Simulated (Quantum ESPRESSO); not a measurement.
A calculation with Quantum ESPRESSO 7.5 of TiO2 (ASE script, structure from a P1 CIF):

run.py

```python
import numpy as np
from ase.calculators.espresso import Espresso, EspressoProfile
from ase.io import read

atoms = read('TiO2.cif')

input_data = {
    'control': {'calculation': 'scf', 'prefix': 'pwscf', 'outdir': './tmp', 'tprnfor': True, 'tstress': True, 'disk_io': 'nowf'},
    'system': {'ecutwfc': 55.0, 'ecutrho': 440.0, 'nbnd': 33, 'occupations': 'smearing', 'smearing': 'fd', 'degauss': 0.00367493},
    'electrons': {'conv_thr': 1.2e-09, 'electron_maxstep': 120, 'mixing_beta': 0.5},
}
pseudopotentials = {'O': 'O.pbe-n-kjpaw_psl.0.1.UPF', 'Ti': 'ti_pbe_v1.4.uspp.F.UPF'}
profile = EspressoProfile(command='pw.x', pseudo_dir='pseudo')
atoms.calc = Espresso(profile=profile, input_data=input_data, pseudopotentials=pseudopotentials, kpts=(6, 6, 9), koffset=(0, 0, 0))

print(f'energy {atoms.get_potential_energy():.8f} eV')
print('forces (eV/A)')
print(np.round(atoms.get_forces(), 6))
print('stress (eV/A^3, Voigt)')
print(np.round(atoms.get_stress(), 8))
print(f'Fermi level {atoms.calc.get_fermi_level():.4f} eV')
```

TiO2.cif

```cif
data_TiO2
_cell_length_a 4.59983732
_cell_length_b 4.59983732
_cell_length_c 2.95921356
_cell_angle_alpha 90.00000000
_cell_angle_beta 90.00000000
_cell_angle_gamma 90.00000000
_space_group_name_H-M_alt 'P1'
_space_group_name_Hall 'P 1'
_space_group_IT_number 1
loop_
_space_group_symop_operation_xyz
'x,y,z'
loop_
_atom_site_label
_atom_site_type_symbol
_atom_site_symmetry_multiplicity
_atom_site_Wyckoff_symbol
_atom_site_fract_x
_atom_site_fract_y
_atom_site_fract_z
_atom_site_occupancy
Ti1 Ti 1 a 0.0000000000 0.0000000000 0.5000000000 1
Ti2 Ti 1 a 0.5000000000 0.5000000000 0.0000000000 1
O1 O 1 a 0.3043213200 0.3043213200 0.5000000000 1
O2 O 1 a 0.1956786800 0.8043213200 0.0000000000 1
O3 O 1 a 0.8043213200 0.1956786800 0.0000000000 1
O4 O 1 a 0.6956786800 0.6956786800 0.5000000000 1
```

Potentials or basis: SSSP 1.3 efficiency PBE.

Command:

```bash
$ OMP_NUM_THREADS=1 python run.py
```

The cell is a database's computed one.

**Question.** Write the same calculation in another form: native input, structure typed inline.

**Answer.** As run:

The input pw.in:

```
&CONTROL
  calculation = 'scf'
  prefix = 'pwscf'
  outdir = './tmp'
  pseudo_dir = './pseudo'
  tprnfor = .true.
  tstress = .true.
  disk_io = 'low'
/
&SYSTEM
  ibrav = 0
  nat = 6
  ntyp = 2
  ecutwfc = 55
  ecutrho = 440
  nbnd = 33
  occupations = 'smearing'
  smearing = 'fd'
  degauss = 0.00367493
/
&ELECTRONS
  conv_thr = 1.2d-09
  electron_maxstep = 120
  mixing_beta = 0.5
/
ATOMIC_SPECIES
Ti    47.8670 ti_pbe_v1.4.uspp.F.UPF
O     15.9990 O.pbe-n-kjpaw_psl.0.1.UPF
CELL_PARAMETERS angstrom
   4.5998373239    0.0000000000    0.0000000000
   0.0000000000    4.5998373239    0.0000000000
   0.0000000000    0.0000000000    2.9592135600
ATOMIC_POSITIONS crystal
Ti     0.0000000000    0.0000000000    0.5000000000
Ti     0.5000000000    0.5000000000    0.0000000000
O      0.3043213200    0.3043213200    0.5000000000
O      0.1956786800    0.8043213200    0.0000000000
O      0.8043213200    0.1956786800    0.0000000000
O      0.6956786800    0.6956786800    0.5000000000
K_POINTS automatic
6 6 9 0 0 0
```

The input pp_density.in:

```
&INPUTPP
  prefix = 'pwscf'
  outdir = './tmp'
  filplot = 'density.dat'
  plot_num = 0
/
&PLOT
  nfile = 1
  filepp(1) = 'density.dat'
  iflag = 3
  output_format = 6
  fileout = 'density.cube'
/
```

File pp_potential.in:

```
&INPUTPP
  prefix = 'pwscf'
  outdir = './tmp'
  filplot = 'potential.dat'
  plot_num = 11
/
&PLOT
  nfile = 1
  filepp(1) = 'potential.dat'
  iflag = 3
  output_format = 6
  fileout = 'potential.cube'
/
```

Potentials or basis: SSSP 1.3 efficiency PBE.

Run with:

```bash
$ OMP_NUM_THREADS=1 pw.x -in pw.in > pw.out
$ OMP_NUM_THREADS=1 pp.x -in pp_density.in > pp_density.out
$ OMP_NUM_THREADS=1 pp.x -in pp_potential.in > pp_potential.out
```

Both were run:

|  | ASE script, structure from a P1 CIF | native input, structure typed inline |
| --- | --- | --- |
| Pressure | 3.9 GPa | 3.9 GPa |
| Largest force | 0.005 eV/Å | 0.005 eV/Å |
| Band gap on the k mesh | 1.86 eV, direct | 1.86 eV, direct |

Keys that steer only the numerical path or the files written may differ.

Caveat: an odd mesh through Γ misses points on the zone boundary, where band edges often lie.
